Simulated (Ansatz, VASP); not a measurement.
**One calculation of RbBr, two programs**

File INCAR:

```
  ALGO = Normal
  EDIFF = 1E-7
  ENCUT = 520
  GGA = PE
  ISIF = 2
  ISMEAR = 0
  LASPH = T
  LCHARG = T
  LELF = T
  LREAL = F
  LVHAR = T
  LWAVE = F
  NBANDS = 15
  NELM = 80
  PREC = Accurate
  SIGMA = 0.05
```

KPOINTS

```
k-points
0
Gamma
  6 6 6
```

POSCAR

```
RbBr
1.0
    3.7959911160      0.0000000000      0.0000000000
    0.0000000000      3.7959911160      0.0000000000
    0.0000000000      0.0000000000      4.4561634840
Rb Br
1 1
Direct
    0.0000000000      0.0000000000      0.0000000000
    0.5000000000      0.5000000000      0.5000000000
```

Input for Ansatz:

```yaml
crystal:
  lattice:
    - [3.795991116, 0.0, 0.0]
    - [0.0, 3.795991116, 0.0]
    - [0.0, 0.0, 4.456163484]
  atoms:
    - { symbol: Rb, position: [0.0, 0.0, 0.0] }
    - { symbol: Br, position: [0.5, 0.5, 0.5] }
basis:
  ecutwfc: 420
kpoints:
  mp_grid: { grid: [6, 6, 6] }
hamiltonian:
  xc: pbe
scf:
  occupations: { method: gaussian, width: 0.05 }
output:
  forces: true
  stress: true
  eigenvalues: true
```

Change from the starting cell: strain -0.080 along x and y, +0.080 along z, atoms carried along.

Alike in both runs: task single point; functional PBE; k mesh 6 × 6 × 6; occupations gaussian, width 0.05 eV; no spin polarisation.

|  | VASP | Ansatz |
| --- | --- | --- |
| version | VASP 6.6.1 | Ansatz 0.2.0 |
| potentials or method | VASP PAW PBE potentials, release 64 (Rb_sv, Br) | scalar-relativistic, plane waves, PAW |
| plane-wave cutoff (eV) | 520 | 420 |
| valence electrons in the cell | 16 | 16 |

```tsv
	VASP	Ansatz	Ansatz less VASP
gap on the k mesh at the Fermi level (eV)	3.67	3.67	+0.003
least direct gap on the mesh (eV)	3.84	3.84	+0.002
pressure (GPa)	2.8	2.7	-0.05
largest component of the traceless stress (GPa)	3.55	3.55	+0.001
```

A k mesh can miss the band edges.
